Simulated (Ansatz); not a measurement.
# Ta2N (P-3m1) in Ansatz: relaxation of cell and atoms with revPBE

Aim: the relaxation of cell and atoms of Ta2N with revPBE.

All numbers are computed with Ansatz 0.2.0; they aren't measurements. Logs are shortened: lines on timing, memory, paths and dates and some standing lists are left out, and cuts for length are marked.

## (1) Starting point

Symmetry: P-3m1, No. 164, trigonal system. The conventional cell has a = 3.113 Å, b = 3.113 Å, c = 4.870 Å, α = 90.00°, β = 90.00°, γ = 120.00°. Ta (site symmetry 3m) has 3 N at 2.18 Å as nearest neighbours. Around N (site symmetry -3m) lie 6 Ta at 2.18 Å.

The cell comes from a database or a generator and needn't be the stable form of this composition.

## (2) Relaxation of cell and atoms, revPBE

input.yaml reads:

```yaml
crystal:
  lattice:
    - [3.112861506, 0.0, 0.0]
    - [-1.556430753, 2.6958171426, 0.0]
    - [0.0, 0.0, 4.869841]
  atoms:
    - { symbol: Ta, position: [0.3333333333, 0.6666666667, 0.254711] }
    - { symbol: Ta, position: [0.6666666667, 0.3333333333, 0.745289] }
    - { symbol: "N", position: [0.0, 0.0, 0.0] }
hamiltonian:
  xc: revpbe
  pseudopotentials: { kind: paw }
kpoints:
  mp_grid: { grid: [10, 10, 6] }
scf:
  occupations: { method: fermi_dirac, width: 0.05 }
output:
  forces: true
  stress: true
  eigenvalues: true
  write_density: true
  write_potential: true
  elf: true
  volumetric_format: npy
relax:
  f_tol: 0.01
  max_steps: 40
  cell: { stress_tol: 0.05 }
```

Potentials or basis: Ansatz PAW.

Launch:

```
ansatz run input.yaml --threads 2 --pin off --max-ram 5632MiB --backend cpu --events-out ev --progress --plain --runs-dir out
```

Output:

```text
Warning: RAYON_NUM_THREADS=2 ignored (pool sized by the plan → 2); use --threads N
Engine: ansatz 0.2.0, x86_64-unknown-linux-gnu
Pseudopotentials: kind: paw
Pseudopotential: Ta, paw, valence charge 13, recommended cutoff 420 eV (normal), Ta.paw.azcp
Pseudopotential: N, paw, valence charge 5, recommended cutoff 420 eV (normal), N.paw.azcp
Functional definition: revPBE
  parameter kappa = 1.245
  parameter beta = 0.06672455060314922
  exchange = pbe_x(kappa = kappa, mu = beta*pi^2/3)
  correlation = pbe_c(beta = beta)
Crystal: 3 atoms, lattice volume = 40.866 Å³
Basis set: ecut = 420 eV, 797 PW (Γ), exchange–correlation on 48×48×72 points (8 copies of the dense FFT grid, shifted against one another)
Bands: 20, of which v1, the nominal top of the filled ones, is band 16 counted from 1 (15 counted from 0)
Symmetry: 12 space group operations
Space group: P-3m1 (ITA 164), of the structure as read, at distance tolerance 3.4e-5 Å
k-points: 72 of 600
Non-local potential: Ta, projectors of the file, l = 0: 3, l = 1: 2, l = 2: 2, l = 3: 1
Non-local potential: N, projectors of the file, l = 0: 2, l = 1: 2, l = 2: 1
PAW form: soft (Blöchl's): semilocal exchange-correlation on the pseudo side does not see the compensation charge
PAW frozen core: Ta, regenerated for the run's functional, and the local potential with it (the file was generated under x = pbe(κ = 0.804, μ = 0.2195149727645171), c = pbe(β = 0.06672455060314922))
PAW frozen core: N, regenerated for the run's functional, and the local potential with it (the file was generated under x = pbe(κ = 0.804, μ = 0.2195149727645171), c = pbe(β = 0.06672455060314922))
PAW one-centre angular grid: Ta, 590 points (default); XC on 64 Gauss nodes
PAW one-centre angular grid: N, 110 points (default); XC on 64 Gauss nodes
Initial density: superposition of atomic densities (neutral atoms: chi_scale 0, normalization atom), corrected by the library's trained network
Initial wavefunctions: pseudopotential atomic-orbital guess
Functional: x = revpbe(κ = 1.245, μ = 0.2195149727645171), c = pbe(β = 0.06672455060314922)
SCF iter   1: F=—  HF=-20269.788731 eV  |F-HF|=—  |Δ(HF+E_count)|=         —  Δρ=5.11e-3  dr2=9.86e-3  ethr=1.77e-3  ⟨swp⟩=5.9  Hψ=6569  notcnv=0
preconditioner: auto → Kerker (q_TF=auto, 2.605 Å⁻¹)  [metal: Δε(μ)=0.019 eV  Ē_g=8.359 eV  σ=0.050 eV  W_gap=0.09  n_scr=10 (ndim 8)  ℏωp=22.5 eV  f_vac=0.000  D(μ)=1.76/eV (n_scr^D=22)]
SCF iter   2: F=—  HF=-20269.787789 eV  |F-HF|=—  |Δ(HF+E_count)|=   9.43e-4  Δρ=3.21e-3  dr2=4.38e-3  ethr=3.18e-5  ⟨swp⟩=1.0  Hψ=2017  notcnv=0
SCF iter   3: F=—  HF=-20269.787173 eV  |F-HF|=—  |Δ(HF+E_count)|=   6.16e-4  Δρ=4.04e-4  dr2=7.11e-5  ethr=1.41e-5  ⟨swp⟩=2.3  Hψ=1963  notcnv=0
SCF iter   4: F=—  HF=-20269.787171 eV  |F-HF|=—  |Δ(HF+E_count)|=   2.43e-6  Δρ=9.34e-5  dr2=3.53e-6  ethr=2.29e-7  ⟨swp⟩=2.6  Hψ=2422  notcnv=0
SCF iter   5: F=—  HF=-20269.787170 eV  |F-HF|=—  |Δ(HF+E_count)|=   3.75e-7  Δρ=3.56e-5  dr2=5.48e-7  ethr=1.14e-8  ⟨swp⟩=2.0  Hψ=1987  notcnv=0
SCF iter   6: F=-20269.787170 eV  HF=-20269.787170 eV  |F-HF|=5.46e-8  |Δ(HF+E_count)|=   4.03e-8  Δρ=1.57e-5  dr2=8.99e-8  ethr=3.23e-10  ⟨swp⟩=10.1  Hψ=9885  notcnv=0
SCF 1 converged in 6 iterations: F = -20269.787170 eV  dr2 = 8.99e-8
relax step   1: F+E_penalty+E_count = -20269.78717010 eV  Δ(F+E_penalty+E_count) = +0.000e0 eV  max|allowed force component| = 6.194e-2 eV/Å  Δτ_max = 0.0000 Å  P = +1.525 GPa  Ω = 40.866 Å³  (6 SCF iters, dr2 threshold 1.00e-7 eV, accepted)
Crystal: 3 atoms, lattice volume = 41.613 Å³
Basis set: ecut = 420 eV, 809 PW (Γ), exchange–correlation on 48×48×72 points (8 copies of the dense FFT grid, shifted against one another)
Initial density: handed on by an earlier stage of this run
Initial wavefunctions: those handed on with the density
iter 1 solved again at ethr=2.55e-5 eV; its pass at ethr=3.10e-3 eV (dr2=7.92e-3 eV) is discarded
SCF iter   1: F=—  HF=-20269.777780 eV  |F-HF|=—  |Δ(HF+E_count)|=         —  Δρ=2.97e-3  dr2=7.77e-3  ethr=2.55e-5  ⟨swp⟩=1.1  Hψ=8796  notcnv=0
preconditioner: auto → Kerker (q_TF=auto, 2.598 Å⁻¹)  [metal: Δε(μ)=0.029 eV  Ē_g=8.287 eV  σ=0.050 eV  W_gap=0.14  n_scr=10 (ndim 8)  ℏωp=22.3 eV  f_vac=0.000  D(μ)=1.54/eV (n_scr^D=10)]
SCF iter   2: F=—  HF=-20269.776654 eV  |F-HF|=—  |Δ(HF+E_count)|=   1.13e-3  Δρ=1.77e-3  dr2=2.94e-3  ethr=2.51e-5  ⟨swp⟩=1.0  Hψ=1440  notcnv=0
SCF iter   3: F=—  HF=-20269.775885 eV  |F-HF|=—  |Δ(HF+E_count)|=   7.69e-4  Δρ=6.39e-4  dr2=3.38e-4  ethr=9.50e-6  ⟨swp⟩=2.1  Hψ=1756  notcnv=0
SCF iter   4: F=—  HF=-20269.775818 eV  |F-HF|=—  |Δ(HF+E_count)|=   6.72e-5  Δρ=2.04e-4  dr2=2.27e-5  ethr=1.09e-6  ⟨swp⟩=2.0  Hψ=1950  notcnv=0
SCF iter   5: F=—  HF=-20269.775827 eV  |F-HF|=—  |Δ(HF+E_count)|=   9.01e-6  Δρ=4.69e-5  dr2=1.38e-6  ethr=7.31e-8  ⟨swp⟩=2.0  Hψ=1936  notcnv=0
SCF iter   6: F=-20269.775826 eV  HF=-20269.775826 eV  |F-HF|=1.47e-8  |Δ(HF+E_count)|=   3.48e-7  Δρ=7.97e-6  dr2=3.52e-8  ethr=9.68e-10  ⟨swp⟩=10.1  Hψ=10828  notcnv=0
SCF 2 converged in 6 iterations: F = -20269.775826 eV  dr2 = 3.52e-8
relax step   2: F+E_penalty+E_count = -20269.77582617 eV  Δ(F+E_penalty+E_count) = +1.134e-2 eV  max|allowed force component| = 3.306e-1 eV/Å  Δτ_max = 0.0126 Å  P = -2.858 GPa  Ω = 41.613 Å³  energy of the carried Pulay correction = -1.233e-3 eV  (6 SCF iters, dr2 threshold 3.00e-7 eV, rejected (line search))
Crystal: 3 atoms, lattice volume = 41.057 Å³
iter 1 solved again at ethr=2.15e-5 eV; its pass at ethr=3.10e-3 eV (dr2=6.65e-3 eV) is discarded
SCF iter   1: F=—  HF=-20269.790522 eV  |F-HF|=—  |Δ(HF+E_count)|=         —  Δρ=2.46e-3  dr2=6.78e-3  ethr=2.15e-5  ⟨swp⟩=1.7  Hψ=8591  notcnv=0
preconditioner: auto → Kerker (q_TF=auto, 2.603 Å⁻¹)  [metal: Δε(μ)=0.023 eV  Ē_g=8.316 eV  σ=0.050 eV  W_gap=0.11  n_scr=10 (ndim 8)  ℏωp=22.4 eV  f_vac=0.000  D(μ)=1.70/eV (n_scr^D=22)]
SCF iter   2: F=—  HF=-20269.789595 eV  |F-HF|=—  |Δ(HF+E_count)|=   9.27e-4  Δρ=1.48e-3  dr2=2.64e-3  ethr=2.15e-5  ⟨swp⟩=1.0  Hψ=1440  notcnv=0
SCF iter   3: F=—  HF=-20269.788942 eV  |F-HF|=—  |Δ(HF+E_count)|=   6.53e-4  Δρ=5.93e-4  dr2=2.99e-4  ethr=8.51e-6  ⟨swp⟩=2.1  Hψ=1877  notcnv=0
SCF iter   4: F=—  HF=-20269.788881 eV  |F-HF|=—  |Δ(HF+E_count)|=   6.03e-5  Δρ=1.67e-4  dr2=9.64e-6  ethr=9.63e-7  ⟨swp⟩=2.0  Hψ=1972  notcnv=0
SCF iter   5: F=—  HF=-20269.788890 eV  |F-HF|=—  |Δ(HF+E_count)|=   8.48e-6  Δρ=2.26e-5  dr2=2.11e-7  ethr=3.11e-8  ⟨swp⟩=2.0  Hψ=1919  notcnv=0
SCF iter   6: F=—  HF=-20269.788889 eV  |F-HF|=—  |Δ(HF+E_count)|=   1.29e-6  Δρ=5.78e-6  dr2=1.59e-8  ethr=6.80e-10  ⟨swp⟩=2.2  Hψ=2082  notcnv=0
SCF iter   7: F=—  HF=-20269.788889 eV  |F-HF|=—  |Δ(HF+E_count)|=   2.97e-9  Δρ=1.02e-6  dr2=3.06e-10  ethr=5.13e-11  ⟨swp⟩=2.1  Hψ=1782  notcnv=0
SCF iter   8: F=-20269.788889 eV  HF=-20269.788889 eV  |F-HF|=0.00e0  |Δ(HF+E_count)|=  1.09e-11  Δρ=1.74e-7  dr2=1.16e-11  ethr=1.00e-12  ⟨swp⟩=6.2  Hψ=6798  notcnv=0
the search or the solves at the SCF's close seem to have found levels that the self-consistency loop had missed (the run counts 1). By its estimate they hold under 1e-12 electrons; where the run keeps them, the occupations were computed again with them
SCF 3 converged in 8 iterations: F = -20269.788889 eV  dr2 = 1.16e-11
relax step   3: F+E_penalty+E_count = -20269.78888860 eV  Δ(F+E_penalty+E_count) = -1.718e-3 eV  max|allowed force component| = 7.395e-2 eV/Å  Δτ_max = 0.0003 Å  P = +0.182 GPa  Ω = 41.057 Å³  energy of the carried Pulay correction = -3.176e-4 eV  (8 SCF iters, accepted)
Crystal: 3 atoms, lattice volume = 41.072 Å³
iter 1 solved again at ethr=1.24e-6 eV; its pass at ethr=3.10e-3 eV (dr2=3.84e-4 eV) is discarded
SCF iter   1: F=—  HF=-20269.789328 eV  |F-HF|=—  |Δ(HF+E_count)|=         —  Δρ=6.10e-4  dr2=4.09e-4  ethr=1.24e-6  ⟨swp⟩=2.0  Hψ=8455  notcnv=0
preconditioner: auto → Kerker (q_TF=auto, 2.603 Å⁻¹)  [metal: Δε(μ)=0.024 eV  Ē_g=8.310 eV  σ=0.050 eV  W_gap=0.12  n_scr=10 (ndim 8)  ℏωp=22.4 eV  f_vac=0.000  D(μ)=1.62/eV (n_scr^D=22)]
SCF iter   2: F=—  HF=-20269.789267 eV  |F-HF|=—  |Δ(HF+E_count)|=   6.04e-5  Δρ=3.58e-4  dr2=1.50e-4  ethr=1.24e-6  ⟨swp⟩=1.1  Hψ=1455  notcnv=0
SCF iter   3: F=—  HF=-20269.789236 eV  |F-HF|=—  |Δ(HF+E_count)|=   3.08e-5  Δρ=1.88e-4  dr2=3.20e-5  ethr=4.82e-7  ⟨swp⟩=2.0  Hψ=1971  notcnv=0
SCF iter   4: F=—  HF=-20269.789230 eV  |F-HF|=—  |Δ(HF+E_count)|=   6.82e-6  Δρ=4.38e-5  dr2=1.17e-6  ethr=1.03e-7  ⟨swp⟩=2.0  Hψ=1944  notcnv=0
SCF iter   5: F=-20269.789229 eV  HF=-20269.789229 eV  |F-HF|=1.09e-7  |Δ(HF+E_count)|=   2.11e-7  Δρ=1.31e-5  dr2=1.31e-7  ethr=9.68e-10  ⟨swp⟩=10.1  Hψ=10502  notcnv=0
SCF 4 converged in 5 iterations: F = -20269.789229 eV  dr2 = 1.31e-7
relax step   4: F+E_penalty+E_count = -20269.78922920 eV  Δ(F+E_penalty+E_count) = -3.406e-4 eV  max|allowed force component| = 2.488e-2 eV/Å  Δτ_max = 0.0028 Å  P = -0.043 GPa  Ω = 41.072 Å³  energy of the carried Pulay correction = -3.416e-4 eV  (5 SCF iters, dr2 threshold 3.00e-7 eV, accepted)
Crystal: 3 atoms, lattice volume = 41.059 Å³
iter 1 solved again at ethr=1.88e-7 eV; its pass at ethr=3.10e-3 eV (dr2=5.82e-5 eV) is discarded
SCF iter   1: F=—  HF=-20269.789289 eV  |F-HF|=—  |Δ(HF+E_count)|=         —  Δρ=2.02e-4  dr2=5.85e-5  ethr=1.88e-7  ⟨swp⟩=1.7  Hψ=8007  notcnv=0
preconditioner: auto → Kerker (q_TF=auto, 2.603 Å⁻¹)  [metal: Δε(μ)=0.021 eV  Ē_g=8.310 eV  σ=0.050 eV  W_gap=0.10  n_scr=10 (ndim 8)  ℏωp=22.4 eV  f_vac=0.000  D(μ)=1.61/eV (n_scr^D=10)]
SCF iter   2: F=—  HF=-20269.789292 eV  |F-HF|=—  |Δ(HF+E_count)|=   2.65e-6  Δρ=1.19e-4  dr2=2.15e-5  ethr=1.88e-7  ⟨swp⟩=1.0  Hψ=1451  notcnv=0
SCF iter   3: F=—  HF=-20269.789284 eV  |F-HF|=—  |Δ(HF+E_count)|=   7.37e-6  Δρ=6.86e-5  dr2=4.52e-6  ethr=6.95e-8  ⟨swp⟩=2.0  Hψ=1906  notcnv=0
SCF iter   4: F=—  HF=-20269.789283 eV  |F-HF|=—  |Δ(HF+E_count)|=   9.71e-7  Δρ=1.38e-5  dr2=6.22e-8  ethr=1.46e-8  ⟨swp⟩=2.0  Hψ=1962  notcnv=0
SCF iter   5: F=-20269.789283 eV  HF=-20269.789283 eV  |F-HF|=5.21e-9  |Δ(HF+E_count)|=   7.08e-9  Δρ=2.75e-6  dr2=6.81e-9  ethr=1.25e-10  ⟨swp⟩=8.2  Hψ=8280  notcnv=0
SCF 5 converged in 5 iterations: F = -20269.789283 eV  dr2 = 6.81e-9
relax step   5: F+E_penalty+E_count = -20269.78928348 eV  Δ(F+E_penalty+E_count) = -5.428e-5 eV  max|allowed force component| = 2.837e-4 eV/Å  Δτ_max = 0.0012 Å  P = -0.005 GPa  Ω = 41.059 Å³  energy of the carried Pulay correction = -3.197e-4 eV  (5 SCF iters, dr2 threshold 3.87e-8 eV, accepted)
Initial wavefunctions: pseudopotential atomic-orbital guess (no wavefunctions were taken with the density)
iter 1 solved again at ethr=5.94e-8 eV; its pass at ethr=3.10e-3 eV (dr2=1.84e-5 eV) is discarded
SCF iter   1: F=—  HF=-20269.789615 eV  |F-HF|=—  |Δ(HF+E_count)|=         —  Δρ=1.42e-4  dr2=2.37e-7  ethr=5.94e-8  ⟨swp⟩=3.9  Hψ=10448  notcnv=0
preconditioner: auto → Kerker (q_TF=auto, 2.603 Å⁻¹)  [metal: Δε(μ)=0.022 eV  Ē_g=8.311 eV  σ=0.050 eV  W_gap=0.11  n_scr=10 (ndim 8)  ℏωp=22.4 eV  f_vac=0.000  D(μ)=1.61/eV (n_scr^D=10)]
SCF iter   2: F=—  HF=-20269.789637 eV  |F-HF|=—  |Δ(HF+E_count)|=   2.14e-5  Δρ=7.21e-5  dr2=5.92e-8  ethr=7.65e-10  ⟨swp⟩=1.9  Hψ=1823  notcnv=0
SCF iter   3: F=—  HF=-20269.789641 eV  |F-HF|=—  |Δ(HF+E_count)|=   4.80e-6  Δρ=4.92e-6  dr2=3.35e-9  ethr=1.91e-10  ⟨swp⟩=2.1  Hψ=1771  notcnv=0
SCF iter   4: F=—  HF=-20269.789641 eV  |F-HF|=—  |Δ(HF+E_count)|=   1.36e-8  Δρ=7.51e-7  dr2=9.58e-11  ethr=1.08e-11  ⟨swp⟩=2.0  Hψ=1912  notcnv=0
SCF iter   5: F=-20269.789641 eV  HF=-20269.789641 eV  |F-HF|=7.28e-12  |Δ(HF+E_count)|=  2.84e-10  Δρ=1.03e-7  dr2=3.25e-12  ethr=1.00e-12  ⟨swp⟩=6.2  Hψ=6708  notcnv=0
SCF 6 converged in 5 iterations: F = -20269.789641 eV  dr2 = 3.25e-12
relax step   6: F+E_penalty+E_count = -20269.78964133 eV  Δ(F+E_penalty+E_count) = -3.579e-4 eV  max|allowed force component| = 2.148e-4 eV/Å  Δτ_max = 0.0000 Å  P = +0.009 GPa  Ω = 41.059 Å³  stress off target by 2.86e-2 GPa  SCF on the basis re-selected at this cell (its energy is not comparable with the rows above)  (5 SCF iters)
basis re-selected at this cell: Δ(F+E_penalty+E_count) = -3.579e-4 eV, ΔP = +0.014 GPa vs the last step (what re-selecting the basis moved, of the pressure what is left beyond the Pulay correction that the steps carried, after the strain that the cell walked since its last selection, with what the two solves' SCF thresholds leave and, on support functions, any second-order correction that the steps lacked; it is no measure of the basis error at this ecutwfc). This SCF's stress stands 2.86e-2 GPa from its target on what of the cell is left free (relax.cell.stress_tol is 5.00e-2 GPa) and its largest allowed force component is 2.15e-4 eV/Å (relax.f_tol is 1.00e-2 eV/Å): within both
SCF converged after 5 iterations
Free energy (F): -20269.789641 eV
Harris-Foulkes:  -20269.789641 eV  (|F-HF|=7.28e-12)
Internal energy: -20269.776981 eV  (E = F + TS)
E sigma→0 (E₀):  -20269.783311 eV
Entropy (-TS):   -0.012660 eV (-4.220 meV/atom)
Fermi energy:    19.581366 eV
--- Per-component energies (eV) ---
  E_band       = -181.565707
  E_kinetic    = 863.566016
  E_local      = -1250.584105  (includes V_loc(G=0)·N_el)
  E_nonlocal   = 71.478447
  E_hartree    = 431.537633
  E_xc         = -498.421996
  E_vxc        = -485.585967  (∫ρ·V_xc dr)
  E_paw        = -16938.720936  (= ΣΔE_a)
  E_vpaw       = -243.515762  (= ΣTr[D̂ρ^β])
  E_aug_tail   = 0.000395  (compensation charges beyond the density's cutoff)
  E_ewald      = -2948.580043
  E_core_change = -0.052392  (= ΣΔE_core)
  E_smearing   = -0.012660  (= −TS)
  E_closure    = 0.000000  (closes the sum)
  Σ components = -20269.789641   (vs F -20269.789641, Δ=0.00e0)
--- Forces (eV/Å), atoms counted from 1 ---
  atom   1  Ta     0.00000000     0.00000000    -0.00021485
  atom   2  Ta    -0.00000000    -0.00000000     0.00021485
  atom   3  N      0.00000000    -0.00000000     0.00000000
  max |Σ_I F_I| component: 7.23e-31 eV/Å
--- Stress (GPa, compression-positive) ---
       -0.000858      -0.000000      -0.000000
       -0.000000      -0.000858      -0.000000
        0.000000      -0.000000       0.028619
  P = ⅓ Tr σ = 0.0090 GPa (0.090 kbar)
--- Band table (eV; the first three rows and the last of 72) ---
  k-point 0: bands = ["-49.0848", "-49.0126", "-16.0962", "-15.3852", "-15.3852", "-15.2684", "-15.2684", "-15.1743", "2.1319", "11.2155", "13.6355", "13.6355", "14.5399", "18.8481", "19.3532", "19.3532", "19.7975", "19.9342", "19.9342", "20.6998"]
  k-point 1: bands = ["-49.0801", "-49.0175", "-16.0386", "-15.3778", "-15.3778", "-15.2759", "-15.2759", "-15.2404", "2.1836", "11.0339", "13.5903", "13.5903", "14.8972", "18.3588", "19.0805", "19.0805", "20.1677", "20.1677", "20.3152", "21.1800"]
  k-point 2: bands = ["-49.0672", "-49.0305", "-15.8788", "-15.4170", "-15.3579", "-15.3579", "-15.2959", "-15.2959", "2.2894", "10.7168", "13.5051", "13.5051", "15.7472", "17.6262", "18.6764", "18.6764", "20.9666", "21.0196", "21.0196", "21.8528"]
  k-point 71: bands = ["-49.0095", "-49.0085", "-15.9237", "-15.9075", "-15.7405", "-15.7141", "-15.3357", "-15.3332", "3.0399", "11.8243", "12.1440", "13.1886", "17.1146", "17.5230", "17.6403", "19.8298", "19.9955", "21.2762", "23.1761", "23.7927"]
--- Relaxed structure (5 steps of the walk, 4 accepted, 1 SCFs on fresh bases) ---
  F+E_penalty+E_count = -20269.78964133 eV   max|allowed force component| = 2.148e-4 eV/Å   (the final SCF, on the basis selected at the relaxed cell)
  cell:  # Å, volume = 41.0586 Å³
    - [3.107580725896719, 0.0, 0.0]
    - [-1.5537903629483596, 2.6912438529374456, 1.2862576076002496e-32]
    - [0.0, 2.3235515254362516e-32, 4.909400289543696]
  atoms:
    - { symbol: Ta, position: [0.3333333333333333, 0.6666666666666666, 0.2555927486142692] }
    - { symbol: Ta, position: [0.6666666666666665, 0.3333333333333333, 0.7444072513857306] }
    - { symbol: N, position: [-7.225155126610288e-38, 1.2403023642809482e-37, 6.434446986835036e-86] }
```

Run time: 42 s. Hardware: 2 threads of Intel Xeon at 2.50GHz (Skylake/Cascade Lake), shared host; peak memory 0.4 GiB.

Results:

| Property | Result |
| --- | --- |
| Free energy | -20269.7896 eV |
| Relaxed volume | 13.69 Å³/atom |
| Relaxed cell | a = 3.108 Å, b = 3.108 Å, c = 4.909 Å, α = 90.00°, β = 90.00°, γ = 120.00° |
| Space group after relaxing (to 0.05 Å) | P-3m1 (No. 164) |
| Energy gained by relaxing | 0.8 meV/atom |
| Ionic steps | 5 |
| Pressure after relaxing | 0.0 GPa |
| Band gap on the k mesh | none (metal or under the smearing width) |

Step by step:
```tsv
step	energy change (eV)	largest force (eV/Å)	volume (Å³)
1	0.0000	0.0619	40.87
2	-0.0017	0.0739	41.06
3	-0.0021	0.0249	41.07
4	-0.0021	0.0003	41.06
5	-0.0025	0.0002	41.06
```

Final structure:
```
CELL_PARAMETERS angstrom
3.10758 0.00000 0.00000
-1.55379 2.69124 0.00000
0.00000 0.00000 4.90940
ATOMIC_POSITIONS crystal
Ta 0.33333 0.66667 0.25559
Ta 0.66667 0.33333 0.74441
N 0.00000 0.00000 0.00000
```

Caveat: the plane-wave basis is chosen anew once the cell has moved, so the energies of steps on either side of that aren't comparable; the PAW data sets come from PBE, with cores solved anew for the run's functional, which leaves a small shift of forces and pressure.
